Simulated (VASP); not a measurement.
SnO, 2 atoms in the cell. The structure is cubic, space group Pm-3m (No. 221). Conventional cell: a = 3.132 Å, b = 3.132 Å, c = 3.132 Å, α = 90.00°, β = 90.00°, γ = 90.00°. Sn (site symmetry m-3m) has 8 O at 2.71 Å as nearest neighbours. O (site symmetry m-3m) is surrounded by 8 Sn at 2.71 Å. The cell was built by a generator and needn't be a form met in nature.

* Program: VASP 6.6.1
* Task: optical spectrum
* Functional: PBEsol
* Potentials or basis: VASP PAW PBE potentials, release 64 (Sn_d, O)
* Cutoff: 520 eV
* k mesh: 9 × 9 × 9
* Occupations: gaussian, width 0.02 eV
* Spin: no spin polarisation
* Further INCAR settings: ALGO = Normal; EDIFF = 1e-07; NBANDS = 58

Potentials or basis: VASP PAW PBE potentials, release 64 (Sn_d, O).

Launch:

```console
$ cat potpaw_PBE.64/Sn_d/POTCAR potpaw_PBE.64/O/POTCAR > POTCAR
$ mpirun -np 1 vasp_std > vasp.out
```

Hardware: 1 thread of Intel(R) Xeon(R) 6975P-C (Granite Rapids), on a shared host.

Estimate the wall time of this run.

It took 24 s on 1 thread of Intel(R) Xeon(R) 6975P-C (Granite Rapids) (shared host), peak memory 0.18 GiB. Counts: scf iterations 13, k points 35.
